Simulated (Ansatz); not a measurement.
Runs of Ansatz 0.2.0 on LiH. The structure is cubic, space group Fm-3m (No. 225). Conventional cell: a = 4.074 Å, b = 4.074 Å, c = 4.074 Å, α = 90.00°, β = 90.00°, γ = 90.00°. Around Li (site symmetry m-3m) lie 6 H at 2.04 Å. Around H (site symmetry m-3m) lie 6 Li at 2.04 Å. 

```csv
task,level,potentials or basis,k mesh,cutoff (eV),smearing,basis error allowed,gap on the mesh (eV),pressure (GPa)
single point,HSE06,all-electron PAW datasets made for the crystal,8 × 8 × 8,220,fermi-dirac 0.05 eV,-,4.00,-
band structure,PBEsol,"all-electron LAPW, scalar-relativistic",11 × 11 × 11,175,fermi-dirac 0.05 eV,0.001 eV/atom,2.98,-2.3
single point,PBE,all-electron PAW datasets made for the crystal,8 × 8 × 8,200,fermi-dirac 0.05 eV,-,3.02,-1.7
single point,RPBE,"all-electron LAPW, scalar-relativistic",11 × 11 × 11,176,gaussian 0.05 eV,0.001 eV/atom,(b),-0.1
band structure,PBEsol,all-electron PAW datasets made for the crystal,11 × 11 × 11,200,fermi-dirac 0.05 eV,-,2.98,-2.4
band structure,BLYP,"all-electron LAPW, scalar-relativistic",11 × 11 × 11,176,gaussian 0.01 eV,0.001 eV/atom,3.64,(a)
band structure,PBEsol,"all-electron LAPW, non-relativistic",11 × 11 × 11,175,fermi-dirac 0.05 eV,0.001 eV/atom,2.98,-2.3
band structure,LDA,"all-electron LAPW, scalar-relativistic",11 × 11 × 11,174,fermi-dirac 0.05 eV,0.001 eV/atom,2.85,-4.1
single point,PBE,"all-electron LAPW, scalar-relativistic",11 × 11 × 11,176,gaussian 0.02 eV,0.001 eV/atom,3.20,-1.7
single point,PBE0,all-electron PAW datasets made for the crystal,8 × 8 × 8,220,fermi-dirac 0.05 eV,-,4.69,-
single point,PBEsol,all-electron PAW datasets made for the crystal,8 × 8 × 8,200,fermi-dirac 0.05 eV,-,2.79,-2.4
```

Alike in all rows: no spin polarisation; cell as given.

Estimate the missing entries.

(a) -1.1; (b) 3.37.

Caveats: the mesh misses the band edges, which the band path finds closer together (some runs); the program warned that the printed levels may be off, so bands, gaps and densities of states are rough (some runs); an odd mesh through Γ misses points on the zone boundary, where band edges often lie (some runs).

Not every run made on this cell is shown here.
